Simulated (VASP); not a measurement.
# Si in VASP: a series of runs

The runs below take Si through relaxation of the atoms, with PBE.

Everything below comes from runs of VASP 6.6.1. Logs are shortened: lines on timing, memory, paths and dates and some standing lists are left out, and cuts for length are marked.

## (1) The slab as given

The cell holds a slab with vacuum, 12 atoms: a = 7.734 Å, b = 3.867 Å, c = 12.436 Å, α = 90.00°, β = 90.00°, γ = 90.00°.

The cell was built by a generator and needn't be a form met in nature.

## (2) Relaxation of the atoms, PBE

File INCAR:

```
SYSTEM = Si
ALGO     = Fast           ! electronic algorithm
DIPOL    = 0.5 0.5 0.500
EDIFF    = 1E-6           ! SCF threshold, eV
EDIFFG   = -0.01          ! ionic threshold
ENCUT    = 520            ! plane-wave cutoff, eV
GGA      = PE             ! functional
IBRION   = 2              ! ionic algorithm
IDIPOL   = 3            
ISIF     = 2              ! what is computed and relaxed
ISMEAR   = 0              ! smearing method
KPAR     = 4            
LASPH    = .TRUE.         ! aspherical terms in the spheres
LCHARG   = .FALSE.        ! write CHGCAR
LDIPOL   = .TRUE.       
LREAL    = .FALSE.        ! projectors in reciprocal space
LWAVE    = .FALSE.        ! write WAVECAR
NELM     = 120            ! most SCF steps
NSW      = 90             ! ionic steps
PREC     = Accurate       ! precision mode
SIGMA    = 0.03           ! smearing width, eV
```

File KPOINTS:

```
k-points
0
G
  4 7 1
  0 0 0
```

File POSCAR:

```
Si
1.0
    7.7337965900      0.0000000000      0.0000000000
    0.0000000000      3.8668983000      0.0000000000
    0.0000000000      0.0000000000     12.4357750000
Si
12
Direct
   -0.0930978700      0.0000000000      0.2492808000
    0.5930978700      1.0000000000      0.2010329100
    0.5000000000      0.5000000000      0.3350941100
    0.0000000000      0.5000000000      0.3350941100
    0.2500000000      0.5000000000      0.4450313700
    0.7500000000      0.5000000000      0.4450313700
    0.7500000000      1.0000000000      0.5549686300
    0.2500000000      0.0000000000      0.5549686300
    0.5000000000      0.0000000000      0.6649058900
    0.0000000000      0.0000000000      0.6649058900
   -0.0930978700      0.5000000000      0.7507192000
    0.5930978700      0.5000000000      0.7989670900
```

Potentials or basis: VASP PAW PBE potentials, release 64 (Si).

Run with:

```sh
$ cat potpaw_PBE.64/Si/POTCAR > POTCAR
$ mpirun -np 4 vasp_std > vasp.out
```

OUTCAR:

```text
SYSTEM = Si
   EDIFF = 1E-6
   EDIFFG = -0.01
   ENCUT = 520
   GGA = PE
   IBRION = 2
   ISIF = 2
   ISMEAR = 0
   LASPH = .TRUE.
   LREAL = .FALSE.
   NELM = 120
   NSW = 90
   PREC = Accurate

 ion  position               nearest neighbor table
   1  0.907  0.000  0.249-   4 2.32   4 2.32   2 2.50
   2  0.593  0.000  0.201-   1 2.50   3 2.65   3 2.65
   3  0.500  0.500  0.335-   5 2.37   6 2.37   2 2.65   2 2.65
   4  0.000  0.500  0.335-   1 2.32   1 2.32   6 2.37   5 2.37
   5  0.250  0.500  0.445-   3 2.37   4 2.37   8 2.37   8 2.37
   6  0.750  0.500  0.445-   3 2.37   4 2.37   7 2.37   7 2.37
   7  0.750  0.000  0.555-   9 2.37  10 2.37   6 2.37   6 2.37
   8  0.250  0.000  0.555-   9 2.37  10 2.37   5 2.37   5 2.37
   9  0.500  0.000  0.665-   7 2.37   8 2.37  12 2.65  12 2.65
  10  0.000  0.000  0.665-  11 2.32  11 2.32   7 2.37   8 2.37
  11  0.907  0.500  0.751-  10 2.32  10 2.32  12 2.50
  12  0.593  0.500  0.799-  11 2.50   9 2.65   9 2.65

  LATTYP: Found a simple orthorhombic cell.
 ALAT       =     3.8668983000
 B/A-ratio  =     1.9999999974
 C/A-ratio  =     3.2159560545

  Lattice vectors:

 A1 = (   0.0000000000,  -3.8668983000,   0.0000000000)
 A2 = (   7.7337965900,   0.0000000000,   0.0000000000)
 A3 = (   0.0000000000,   0.0000000000,  12.4357750000)

Analysis of symmetry for initial positions (statically):
=====================================================================
 Subroutine PRICEL returns:
 Original cell was already a primitive cell.

 Routine SETGRP: Setting up the symmetry group for a
 simple orthorhombic supercell.

 Subroutine GETGRP returns: Found  4 space group operations
 (whereof  2 operations were pure point group operations)
 out of a pool of  8 trial point group operations.

The static configuration has the point symmetry C_1h.
 The point group associated with its full space group is C_2v.

Analysis of symmetry for dynamics (positions and initial velocities):
=====================================================================
 Subroutine PRICEL returns:
 Original cell was already a primitive cell.

 Routine SETGRP: Setting up the symmetry group for a
 simple orthorhombic supercell.

 Subroutine GETGRP returns: Found  4 space group operations
 (whereof  2 operations were pure point group operations)
 out of a pool of  8 trial point group operations.

The dynamic configuration has the point symmetry C_1h.
 The point group associated with its full space group is C_2v.

 Subroutine INISYM returns: Found  4 space group operations
 (whereof  2 operations are pure point group operations),
 and found     1 'primitive' translations

----------------------------------------------------------------------------------------

                                     Primitive cell

  volume of cell :     371.9019

  direct lattice vectors                    reciprocal lattice vectors
     7.733796590  0.000000000  0.000000000     0.129302599  0.000000000  0.000000000
     0.000000000  3.866898300  0.000000000     0.000000000  0.258605198  0.000000000
     0.000000000  0.000000000 12.435775000     0.000000000  0.000000000  0.080413163

  length of vectors
     7.733796590  3.866898300 12.435775000     0.129302599  0.258605198  0.080413163

  position of ions in fractional coordinates (direct lattice)
     0.906902130  0.000000000  0.249280800
     0.593097870  0.000000000  0.201032910
     0.500000000  0.500000000  0.335094110
     0.000000000  0.500000000  0.335094110
     0.250000000  0.500000000  0.445031370
     0.750000000  0.500000000  0.445031370
     0.750000000  0.000000000  0.554968630
     0.250000000  0.000000000  0.554968630
     0.500000000  0.000000000  0.664905890
     0.000000000  0.000000000  0.664905890
     0.906902130  0.500000000  0.750719200
     0.593097870  0.500000000  0.798967090

  ion indices of the primitive-cell ions
   primitive index   ion index
                 1           1
                 2           2
[... 38 lines left out ...]
            Coordinates               Weight
  0.000000  0.000000  0.000000      1.000000
  0.250000  0.000000  0.000000      2.000000
  0.500000  0.000000  0.000000      1.000000
  0.000000  0.142857  0.000000      2.000000
  0.250000  0.142857  0.000000      4.000000
  0.500000  0.142857  0.000000      2.000000
  0.000000  0.285714  0.000000      2.000000
  0.250000  0.285714  0.000000      4.000000
  0.500000  0.285714  0.000000      2.000000
  0.000000  0.428571  0.000000      2.000000
  0.250000  0.428571  0.000000      4.000000
  0.500000  0.428571  0.000000      2.000000
   k-points           NKPTS =     12   k-points in BZ     NKDIM =     12   number of bands    NBANDS=     31
   number of dos      NEDOS =    301   number of ions     NIONS =     12
   total plane-waves  NPLWV = 172800
   dimension x,y,z NGX =    60 NGY =   30 NGZ =   96
   dimension x,y,z NGXF=   120 NGYF=   60 NGZF=  192
   ions per type =              12
   NGX,Y,Z   is equivalent  to a cutoff of  12.90, 12.90, 12.83 a.u.
   NGXF,Y,Z  is equivalent  to a cutoff of  25.80, 25.80, 25.67 a.u.
 SYSTEM =  Si
   PREC   = accura    normal or accurate (medium, high low for compatibility)
   ISTART =      0    job   : 0-new  1-cont  2-samecut
   ICHARG =      2    charge: 1-file 2-atom 10-const
   ISPIN  =      1    spin polarized calculation?
   LNONCOLLINEAR =      F non collinear calculations
   LSORBIT =      F    spin-orbit coupling
   LASPH  =      T    aspherical Exc in radial PAW
   ENCUT  =  520.0 eV  38.22 Ry    6.18 a.u.  14.38  7.19 23.12*2*pi/ulx,y,z
   NELM   =    120;   NELMIN=  2; NELMDL= -5     # of ELM steps
   EDIFF  = 0.1E-05   stopping-criterion for ELM
   LREAL  =      F    real-space projection
   EDIFFG = -.1E-01   stopping-criterion for IOM
   NSW    =     90    number of steps for IOM
   IBRION =      2    ionic relax: 0-MD 1-quasi-New 2-CG
   NFREE  =      1    steps in history (QN), initial steepest desc. (CG)
   ISIF   =      2    stress and relaxation
   ISYM   =      2    0-nonsym 1-usesym 2-fastsym
   POTIM  = 0.5000    time-step for ionic-motion
   TEBEG  =    0.0;   TEEND  =   0.0 temperature during run
   PSTRESS=    0.0 pullay stress
   NELECT =      48.0000    total number of electrons
   NUPDOWN=      -1.0000    fix difference up-down
   EMIN   =  10.00;   EMAX   =-10.00  energy-range for DOS
   EFERMI =   0.00;   METHOD = LEGACY
   ISMEAR =     0;   SIGMA  =   0.03  broadening in eV -4-tet -1-fermi 0-gaus
   EFERMI_NEDOS =   21; number of points for ismear=-14 and -15
   IALGO  =     68    algorithm
   IMIX   =      4    mixing-type and parameters
     AMIX     =   0.40;   BMIX     =  1.00
     AMIX_MAG =   1.60;   BMIX_MAG =  1.00
  volume/ion in A,a.u.               =      30.99       209.14
  Fermi-wavevector in a.u.,A,eV,Ry     =   0.827331  1.563428  9.312862  0.684476
  Thomas-Fermi vector in A             =   1.939516
   LORBIT       =      0    0 simple, 1 ext, 2 COOP (PROOUT), +10 PAW based schemes
   GGA     = PE    functional components
   LHFCALC =     F    Hartree Fock is set to
   AEXX    =    0.0000 exact exchange contribution
   IVDW    =     0    specifies the selected vdW correction
   LEPSILON=     F    determine dielectric tensor
   LRPA    =     F    only Hartree local field effects (RPA)
 conjugate gradient relaxation of ions
 non-spin polarized calculation
 RMM-DIIS sequential band-by-band and
 Gauss-broadening in eV      SIGMA  =   0.03
  energy-cutoff  :      520.00
  volume of cell :      371.90
 maximum number of plane-waves:     10058
 NGX is ok and might be reduce to    60
   NGX = 29   NGY = 15   NGZ = 47

--------------------------------------- Ionic step        1  -------------------------------------------

 number of electron      47.9999997 magnetization

 Free energy of the ion-electron system (eV)
  ---------------------------------------------------
  ext. energy  EPLUGINS =         0.00000000
  ---------------------------------------------------
  free energy    TOTEN  =       -58.83470426 eV

  energy without entropy =      -58.83105081  energy(sigma->0) =      -58.83287753

------------------------ aborting loop because EDIFF is reached ----------------------------------------

  FORCE on cell =-STRESS in cart. coord.  units (eV):
  Direction    XX          YY          ZZ          XY          YZ          ZX
  --------------------------------------------------------------------------------------
  -------------------------------------------------------------------------------------
  Total       -5.1679481     -6.1172984     -3.2539395      0.0000000      0.0000000      0.0000000
  in kB      -22.2638556    -26.3537181    -14.0181822      0.0000000      0.0000000      0.0000000
  external PRESSURE =     -20.8785853 kB  Pullay stress =       0.0000000 kB
[... 119 lines left out ...]
  FREE ENERGIE OF THE ION-ELECTRON SYSTEM (eV)
  ---------------------------------------------------
  free  energy   TOTEN  =       -59.4334459432 eV

  energy  without entropy=      -59.4252972986  energy(sigma->0) =      -59.42937162

[... ionic steps 4 to 24 ...]

--------------------------------------- Ionic step       25  -------------------------------------------

 number of electron      47.9999997 magnetization

------------------------ aborting loop because EDIFF is reached ----------------------------------------
[... 87 lines left out ...]
--------------------------------------- Ionic step       27  -------------------------------------------

 number of electron      47.9999997 magnetization

 dipolmoment           0.000000      0.000000      0.000000 electrons x Angstroem

 Free energy of the ion-electron system (eV)
  ---------------------------------------------------
  ext. energy  EPLUGINS =         0.00000000
  ---------------------------------------------------
  free energy    TOTEN  =       -60.08967068 eV

  energy without entropy =      -60.08967068  energy(sigma->0) =      -60.08967068

 E-fermi :   2.2656     XC(G=0):  -7.0153

 val. band max:        2.1243843047   @ k =   0.5000   0.1429   0.0000
 cond. band min:       2.4309523352   @ k =   0.0000   0.4286   0.0000
 fundamental gap:      0.3065680305
 Fermi energy:         2.2655576494

 k-point     1 :       0.0000    0.0000    0.0000
  band No.  band energies     occupation
      1      -9.9096      2.00000
      2      -9.0621      2.00000
      3      -7.9083      2.00000
      4      -7.1836      2.00000
      5      -6.9545      2.00000
      6      -6.6758      2.00000
[... 397 lines left out ...]
     30       4.1723      0.00000
     31       5.0495      0.00000

------------------------ aborting loop because EDIFF is reached ----------------------------------------

 vacuum level on the upper side and lower side of the slab       (xc-potential included)        -1.706        -1.706

  FORCE on cell =-STRESS in cart. coord.  units (eV):
  Direction    XX          YY          ZZ          XY          YZ          ZX
  --------------------------------------------------------------------------------------
  -------------------------------------------------------------------------------------
  Total       -4.9226298      1.7428757      0.1286225      0.0000000      0.0000000      0.0000000
  in kB      -21.2070082      7.5084217      0.5541142      0.0000000      0.0000000      0.0000000
  external PRESSURE =      -4.3814908 kB  Pullay stress =       0.0000000 kB
[... 27 lines left out ...]
  FREE ENERGIE OF THE ION-ELECTRON SYSTEM (eV)
  ---------------------------------------------------
  free  energy   TOTEN  =       -60.0896706813 eV

  energy  without entropy=      -60.0896706813  energy(sigma->0) =      -60.08967068

 reached required accuracy - stopping structural energy minimisation

 vacuum level on the upper side and lower side of the slab         5.309         5.309
```

Run time: 10 min. Hardware: 4 MPI ranks of Intel Xeon Platinum 8375C at 2.90GHz (Ice Lake), shared host; peak memory 0.49 GiB.

What came out:

```
Free energy                  : -60.0897 eV
Energy gained by relaxing    : 104.6 meV/atom
Ionic steps                  : 27
Largest force after relaxing : 0.010 eV/Å
Band gap on the k mesh       : 0.31 eV, indirect (least direct gap 0.66 eV)
```

Forces on the atoms (eV/Å):
```
Si  -0.006  0.000 -0.008
Si   0.003  0.000  0.000
Si  -0.001  0.000  0.005
Si   0.003  0.000 -0.009
Si   0.000  0.000  0.009
Si   0.002  0.000 -0.001
Si   0.002  0.000  0.001
Si   0.000  0.000 -0.009
Si  -0.001  0.000 -0.005
Si   0.003  0.000  0.009
Si  -0.006  0.000  0.008
Si   0.003  0.000  0.000
```

Step by step:
```tsv
step	energy change (eV)	largest force (eV/Å)	pressure (GPa)
1	0.0000	1.4453	-2.09
2	-0.3193	0.9577	-2.15
3	-0.5987	1.1926	-1.64
4	-0.6246	1.0153	-1.88
5	-0.8225	0.6379	-1.66
6	-0.8418	0.8612	-1.51
7	-0.9457	0.5210	-1.43
8	-0.9817	0.4792	-1.30
9	-1.0522	0.4860	-1.20
10	-1.1818	0.4783	-0.93
11	-1.2361	0.1894	-0.79
12	-1.2363	0.1954	-0.78
13	-1.2467	0.1137	-0.71
14	-1.2469	0.1261	-0.70
15	-1.2508	0.0539	-0.65
16	-1.2511	0.0740	-0.63
17	-1.2524	0.0384	-0.61
18	-1.2525	0.0560	-0.60
19	-1.2535	0.0401	-0.58
20	-1.2537	0.0400	-0.57
21	-1.2542	0.0275	-0.53
22	-1.2542	0.0318	-0.52
23	-1.2546	0.0227	-0.48
24	-1.2547	0.0250	-0.46
25	-1.2549	0.0193	-0.44
26	-1.2549	0.0177	-0.44
27	-1.2550	0.0098	-0.44
```

Final structure:
```xyz
12
Lattice="7.7338 0.0000 0.0000 0.0000 3.8669 0.0000 0.0000 0.0000 12.4358" Properties=species:S:1:pos:R:3 pbc="T T T"
Si    6.6634    0.0000    3.5000
Si    4.4460    0.0000    2.7400
Si    4.0434    1.9334    4.1171
Si    0.0895    1.9334    4.1221
Si    2.0674    1.9334    5.5053
Si    5.8917    1.9334    5.5676
Si    5.8917    0.0000    6.8682
Si    2.0674    0.0000    6.9305
Si    4.0434    0.0000    8.3187
Si    0.0895    0.0000    8.3137
Si    6.6634    1.9334    8.9358
Si    4.4460    1.9334    9.6958
```

Levels at points of the mesh, in eV from the valence-band top:
| k point | band 22 | band 23 | band 24 | band 25 | band 26 | band 27 |
| --- | --- | --- | --- | --- | --- | --- |
| (0.00, 0.00, 0.00) | -0.73 | -0.58 | -0.28 | 0.53 | 0.63 | 0.74 |
| (0.50, 0.00, 0.00) | -0.63 | -0.38 | -0.19 | 0.47 | 0.52 | 1.25 |

(Continued in part 2 of 2.)
